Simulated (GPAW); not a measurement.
# AlNi (Pm-3m) in GPAW: equation of state

Aim: energy against volume of AlNi in PBEsol, for its equilibrium volume and stiffness.

Program: GPAW 26.7.0. These are calculated values, not measurements. Logs are shortened: lines on timing, memory, paths and dates and some standing lists are left out, and cuts for length are marked. The log counts tension as positive stress, the text compression.

## Step 1: Starting point

It takes space group Pm-3m (No. 221, cubic). The conventional cell has a = 2.881 Å, b = 2.881 Å, c = 2.881 Å, α = 90.00°, β = 90.00°, γ = 90.00°. Around Ni (site symmetry m-3m) lie 8 Al at 2.50 Å. Around Al (site symmetry m-3m) lie 8 Ni at 2.50 Å.

## Step 2: Equation of state, PBEsol, collinear spin, ferromagnetic start

The input, run.py:

```python
from ase import Atoms
from ase.eos import EquationOfState
from ase.io import Trajectory
from ase.units import GPa
from gpaw import GPAW, PW, setup_paths

setup_paths.insert(0, '.')

atoms = Atoms(['Ni', 'Al'],
              cell=[[2.881, 0.0, 0.0],
                    [0.0, 2.881, 0.0],
                    [0.0, 0.0, 2.881]],
              scaled_positions=[[0.5, 0.5, 0.5],
                                [0.0, 0.0, 0.0]],
              pbc=True)
atoms.set_initial_magnetic_moments([1.0, 0.0])

traj = Trajectory('eos.traj', 'w')
volumes, energies = [], []
for x in [0.94, 0.96, 0.98, 1.0, 1.02, 1.04, 1.06]:
    a = atoms.copy()
    a.set_cell(atoms.cell * x**(1 / 3), scale_atoms=True)
    calc = GPAW(mode=PW(600),
                xc='PBEsol',
                kpts={'size': (9, 9, 9), 'gamma': True},
                occupations={'name': 'fermi-dirac', 'width': 0.05},
                nbands=20,
                convergence={'density': 1e-05, 'energy': 1e-05},
                maxiter=150,
                txt=f'eos-{x:.2f}.txt')
    a.calc = calc
    energies.append(a.get_potential_energy(force_consistent=True))
    volumes.append(a.get_volume())
    p = -a.get_stress()[:3].mean() / GPa
    calc.write(f'eos-{x:.2f}.gpw')
    traj.write(a)
    print(f'{x:.2f} {volumes[-1]:10.4f} A^3 {energies[-1]:14.6f} eV {p:9.3f} GPa', flush=True)

v0, e0, B = EquationOfState(volumes, energies, eos='birchmurnaghan').fit()
print(f'V0 = {v0:.4f} A^3, E0 = {e0:.6f} eV, B0 = {B / GPa:.2f} GPa')
```

Potentials or basis: PAW data sets generated in the run's folder for this functional, pw.

Launch:

```
$ gpaw-setup -f PBEsol Al Ni
$ OMP_NUM_THREADS=1 python run.py
```

The log of the run:

```text
__  _  _
 | _ |_)|_||  |
 |__||  | ||/\| - 26.7.0

Input parameters:
  mode=PW(ecut=600.0),
  convergence={'density': 1e-05, 'energy': 1e-05},
  kpts=MonkhorstPack(size=(9, 9, 9), gamma=True),
  maxiter=150,
  nbands=20,
  occupations=Occupations(name='fermi-dirac', width=0.05),
  xc=XC(name='PBEsol')

Diagonalizing LCAO Hamiltonian
Converting LCAO to pw mode
   .------.
  /|      |
 * |      |
 | .-Ni---.
 |/      /
 Al-----*

Atoms  # Å, Bohr magnetons
|   | symbol |        x |        y |        z |    initial magnetic moments |
|---|--------|----------|----------|----------|-----------------------------|
| 0 |     Ni | 1.411094 | 1.411094 | 1.411094 | ( 0.0000,  0.0000,  1.0000) |
| 1 |     Al | 0.000000 | 0.000000 | 0.000000 | ( 0.0000,  0.0000,  0.0000) |

Unit cell  # Å
| periodic |        x |        y |        z |  lengths |    angles |
|----------|----------|----------|----------|----------|-----------|
|      yes | 2.822188 | 0.000000 | 0.000000 | 2.822188 | 90.000000 |
|      yes | 0.000000 | 2.822188 | 0.000000 | 2.822188 | 90.000000 |
|      yes | 0.000000 | 0.000000 | 2.822188 | 2.822188 | 90.000000 |

Number of symmetries: 48
Symmetry operations  # r_c * U_cc + t_c -> r_c
|    | kind |            matrix            |
|----|------|------------------------------|
|  0 |  E   |  1, 0, 0,  0, 1, 0,  0, 0, 1 |
|  1 |  σ   |  1, 0, 0,  0, 1, 0,  0, 0,-1 |
|  2 |  σ   |  1, 0, 0,  0, 0, 1,  0, 1, 0 |
|  3 |  C4  |  1, 0, 0,  0, 0, 1,  0,-1, 0 |
|  4 |  C4  |  1, 0, 0,  0, 0,-1,  0, 1, 0 |
|  5 |  σ   |  1, 0, 0,  0, 0,-1,  0,-1, 0 |
|  6 |  σ   |  1, 0, 0,  0,-1, 0,  0, 0, 1 |
|  7 |  C2  |  1, 0, 0,  0,-1, 0,  0, 0,-1 |
|  8 |  σ   |  0, 1, 0,  1, 0, 0,  0, 0, 1 |
|  9 |  C2  |  0, 1, 0,  1, 0, 0,  0, 0,-1 |
| 10 |  C3  |  0, 1, 0,  0, 0, 1,  1, 0, 0 |
| 11 |  S6  |  0, 1, 0,  0, 0, 1, -1, 0, 0 |
| 12 |  S6  |  0, 1, 0,  0, 0,-1,  1, 0, 0 |
| 13 |  C3  |  0, 1, 0,  0, 0,-1, -1, 0, 0 |
| 14 |  C4  |  0, 1, 0, -1, 0, 0,  0, 0, 1 |
| 15 |  S4  |  0, 1, 0, -1, 0, 0,  0, 0,-1 |
| 16 |  C3  |  0, 0, 1,  1, 0, 0,  0, 1, 0 |
| 17 |  S6  |  0, 0, 1,  1, 0, 0,  0,-1, 0 |
| 18 |  σ   |  0, 0, 1,  0, 1, 0,  1, 0, 0 |
| 19 |  C4  |  0, 0, 1,  0, 1, 0, -1, 0, 0 |
| 20 |  C2  |  0, 0, 1,  0,-1, 0,  1, 0, 0 |
| 21 |  S4  |  0, 0, 1,  0,-1, 0, -1, 0, 0 |
| 22 |  S6  |  0, 0, 1, -1, 0, 0,  0, 1, 0 |
| 23 |  C3  |  0, 0, 1, -1, 0, 0,  0,-1, 0 |
| 24 |  S6  |  0, 0,-1,  1, 0, 0,  0, 1, 0 |
| 25 |  C3  |  0, 0,-1,  1, 0, 0,  0,-1, 0 |
| 26 |  C4  |  0, 0,-1,  0, 1, 0,  1, 0, 0 |
| 27 |  σ   |  0, 0,-1,  0, 1, 0, -1, 0, 0 |
| 28 |  S4  |  0, 0,-1,  0,-1, 0,  1, 0, 0 |
| 29 |  C2  |  0, 0,-1,  0,-1, 0, -1, 0, 0 |
| 30 |  C3  |  0, 0,-1, -1, 0, 0,  0, 1, 0 |
| 31 |  S6  |  0, 0,-1, -1, 0, 0,  0,-1, 0 |
| 32 |  C4  |  0,-1, 0,  1, 0, 0,  0, 0, 1 |
| 33 |  S4  |  0,-1, 0,  1, 0, 0,  0, 0,-1 |
| 34 |  S6  |  0,-1, 0,  0, 0, 1,  1, 0, 0 |
| 35 |  C3  |  0,-1, 0,  0, 0, 1, -1, 0, 0 |
| 36 |  C3  |  0,-1, 0,  0, 0,-1,  1, 0, 0 |
| 37 |  S6  |  0,-1, 0,  0, 0,-1, -1, 0, 0 |
| 38 |  σ   |  0,-1, 0, -1, 0, 0,  0, 0, 1 |
| 39 |  C2  |  0,-1, 0, -1, 0, 0,  0, 0,-1 |
| 40 |  σ   | -1, 0, 0,  0, 1, 0,  0, 0, 1 |
| 41 |  C2  | -1, 0, 0,  0, 1, 0,  0, 0,-1 |
| 42 |  C2  | -1, 0, 0,  0, 0, 1,  0, 1, 0 |
| 43 |  S4  | -1, 0, 0,  0, 0, 1,  0,-1, 0 |
| 44 |  S4  | -1, 0, 0,  0, 0,-1,  0, 1, 0 |
| 45 |  C2  | -1, 0, 0,  0, 0,-1,  0,-1, 0 |
| 46 |  C2  | -1, 0, 0,  0,-1, 0,  0, 0, 1 |
| 47 |  i   | -1, 0, 0,  0,-1, 0,  0, 0,-1 |

BZ-sampling:
  Number of BZ points: 729
  Number of IBZ points: 35

  Monkhorst-Pack size: [9, 9, 9]
  Monkhorst-Pack shift: [0, 0, 0]

K-points  # in reciprocal-cell coordinates
|     |                                coordinates |     weight |
|-----|--------------------------------------------|------------|
|   0 | (  0.00000000,   0.00000000,   0.00000000) | 0.00137174 |
|   1 | (  0.11111111,   0.00000000,   0.00000000) | 0.00823045 |
|   2 | (  0.11111111,   0.11111111,   0.00000000) | 0.01646091 |
|   3 | (  0.11111111,   0.11111111,   0.11111111) | 0.01097394 |
|   4 | (  0.22222222,   0.00000000,   0.00000000) | 0.00823045 |
|   5 | (  0.22222222,   0.11111111,   0.00000000) | 0.03292181 |
|   6 | (  0.22222222,   0.11111111,   0.11111111) | 0.03292181 |
|   7 | (  0.22222222,   0.22222222,   0.00000000) | 0.01646091 |
|   8 | (  0.22222222,   0.22222222,   0.11111111) | 0.03292181 |
|   9 | (  0.22222222,   0.22222222,   0.22222222) | 0.01097394 |
| ... |                                            |            |
|  34 | (  0.44444444,   0.44444444,   0.44444444) | 0.01097394 |

Plane wave coefficients: 758
Cutoff: 600.0 eV

Spin-components: 2 (collinear spins)
Bands:           20
Projectors:      11
Spin-degeneracy: 1
Datatype:        complex128

Parallelization:
  kpt:    1
  domain: 1
  band:   1

Density:
  Valence electrons: 19.0
  Components: 2
  Grid points: [16 16 16]
  Charge: 0.0  # |e|

Potential:
  Grid points: [16 16 16]

species:
  Ni:
    name:    Nickel
    Z:       28.0
    valence: 16
    core:    12
    charge:  0.0  # [|e|]
    compensation charges:
      type: gauss
      rc: 0.36  # [Å]
      lmax: 2
    cutoffs:
      filter: 2.14  # [Å]
      core: 1.98  # [Å]
    projectors
    | kind |    occ | energy [eV] | rcut [Å] |
    |------|--------|-------------|----------|
    |   4s |  2.000 |      -5.661 |    1.164 |
    |   3p |  6.000 |     -71.261 |    1.207 |
    |   4p |  0.000 |      -1.193 |    1.207 |
    |   3d |  8.000 |      -8.901 |    1.138 |
    |    s |        |      21.550 |    1.164 |
    |    d |        |      18.310 |    1.138 |

    Using partial waves for Ni as LCAO basis

  Al:
    name:    Aluminium
    Z:       13.0
    valence: 3
    core:    10
    charge:  0.0  # [|e|]
    compensation charges:
      type: gauss
      rc: 0.34  # [Å]
      lmax: 2
    cutoffs:
      filter: 1.91  # [Å]
      core: 2.36  # [Å]
    projectors
    | kind |    occ | energy [eV] | rcut [Å] |
    |------|--------|-------------|----------|
    |   3s |  2.000 |      -7.715 |    1.085 |
    |   3p |  1.000 |      -2.689 |    1.085 |
    |    s |        |      19.497 |    1.085 |
    |    p |        |      24.522 |    1.085 |
    |    d |        |       0.000 |    1.085 |

    Using partial waves for Al as LCAO basis

Reference energy: -47922.716557  # eV

eigensolver:
  PPCG
  Converge bands: occupied
  niter=2

density mixing:
  MSR1-Mixer
  Pratt-step length: 0.05
  Maximum mixing coefficient: 0.75
  Old densities: 10
  SVD Regularization: 0.005
  Good broyden scale: 1.0
  Trust region scale: 1.0
  Backstep threshold: 4.0
  History deletion threshold: 6.0
  Fourier metric: weight=20.0, sigma=0.015

occupation numbers:
  Fermi-Dirac:
    width: 0.0500  # eV

poisson solver:
  ecut: 4800.0  # eV

xc functional:
  name: PBEsol with 2 nearest neighbor stencil

convergence criteria:
- Maximum integral of absolute [dens]ity change: 1e-05 electrons / valence electron
- Maximum [total energy] change in last 3 cyles: 1e-05 eV / valence electron
- Maximum integral of absolute [eigenst]ate change: 4e-08 eV^2 / valence electron
maximum number of iterations: 150

SCF iterations
|iter     | |      energy | eigst |  dens |  magmom |
|---------|-|-------------|-------|-------|---------|
|iter:   1| |  -13.301071 | +0.39 |       |  +1.0022|
|iter:   2| |  -13.208899 | -2.42 | -1.06 |  +0.9616|
|iter:   3| |  -13.247014 | -2.61 | -1.12 |  +0.6576|
|iter:   4| |  -13.330090 | -2.38 | -1.35 |  +0.2535|
|iter:   5| |  -13.343971 | -3.36 | -1.82 |  +0.0700|
|iter:   6| |  -13.345208 | -4.14 | -2.10 |  -0.0125|
|iter:   7| |  -13.345581 | -5.15 | -2.68 |  -0.0007|
|iter:   8| |  -13.345620 | -5.41 | -2.91 |  -0.0003|
|iter:   9| |  -13.345620c| -7.74c| -4.02 |  -0.0000|
|iter:  10| |  -13.345621c| -7.76c| -4.39 |  +0.0000|
|iter:  11| |  -13.345620c| -8.50c| -5.25c|  +0.0000|

Converged in 11 steps
Energy contributions relative to reference atoms: (reference = -47922.716557)

Energy contributions:
  Kinetic:          16.753240
  Coulomb:         -10.784188
  Zero:              0.072335
  External:          0.000000
  Xc:              -19.384047
  Entropy:          -0.005920
  Spinorbit:         0.000000
  ----------------------------
  Free energy:     -13.348581
  Extrapolated:    -13.345620

dipole moment: (-4.823457, -4.823457, -4.823457)  # |e|*Ang

Total magnetic moment: (0.000000, 0.000000, 0.000011)

Local magnetic moments
|        x |        y |         z |
|----------|----------|-----------|
| 0.000000 | 0.000000 | -0.000003 |  # Ni   0
| 0.000000 | 0.000000 |  0.000010 |  # Al   1

Fermi level: 9.734
Eigenvalues  # (at kpt = [0.000, 0.000, 0.000])
| band index |      eig [eV] | occ [0-1] |      eig [eV] | occ [0-1] |
|------------|---------------|-----------|---------------|-----------|
|          0 |       -54.036 |     1.000 |       -54.036 |     1.000 |
|          1 |       -54.036 |     1.000 |       -54.036 |     1.000 |
|          2 |       -54.036 |     1.000 |       -54.036 |     1.000 |
|          3 |        -1.962 |     1.000 |        -1.962 |     1.000 |
|          4 |         6.104 |     1.000 |         6.104 |     1.000 |
|          5 |         6.104 |     1.000 |         6.104 |     1.000 |
|          6 |         8.033 |     1.000 |         8.033 |     1.000 |
|          7 |         8.033 |     1.000 |         8.033 |     1.000 |
|          8 |         8.033 |     1.000 |         8.033 |     1.000 |
|          9 |        15.408 |     0.000 |        15.408 |     0.000 |
|         10 |        15.408 |     0.000 |        15.408 |     0.000 |
|         11 |        15.408 |     0.000 |        15.408 |     0.000 |
|         12 |        18.113 |     0.000 |        18.113 |     0.000 |
|         13 |        18.113 |     0.000 |        18.113 |     0.000 |
|         14 |        24.493 |     0.000 |        24.493 |     0.000 |
|         15 |        31.350 |     0.000 |        31.350 |     0.000 |
|         16 |        31.350 |     0.000 |        31.350 |     0.000 |
|        ... |               |           |               |           |
|         19 |        33.857 |     0.000 |        33.857 |     0.000 |

No gap
No difference between direct/indirect transitions

Stress tensor  # eV/Ang^3
|         x |         y |         z |
|-----------|-----------|-----------|
| -0.059114 | -0.000000 |  0.000000 |
| -0.000000 | -0.059114 |  0.000000 |
|  0.000000 |  0.000000 | -0.059114 |

# Writing to eos-0.94.gpw (mode='')
```

Run time: 2.5 min. Hardware: 1 thread of Arm Neoverse V2, shared host; peak memory 0.26 GiB.

Results:

```yaml
Equilibrium_volume: 11.80 Å³/atom
Bulk_modulus: 175 GPa
Pressure_derivative_of_the_bulk_modulus: 4.3
```

Energy against volume, from the lowest point:
```csv
volume (Å³/atom),energy (meV/atom)
11.239,15.60
11.478,4.74
11.717,0.00
11.956,0.77
12.196,6.49
12.435,16.66
12.674,30.80
```

Caveat: the stock nickel data set gives pressures a few GPa off other programs.
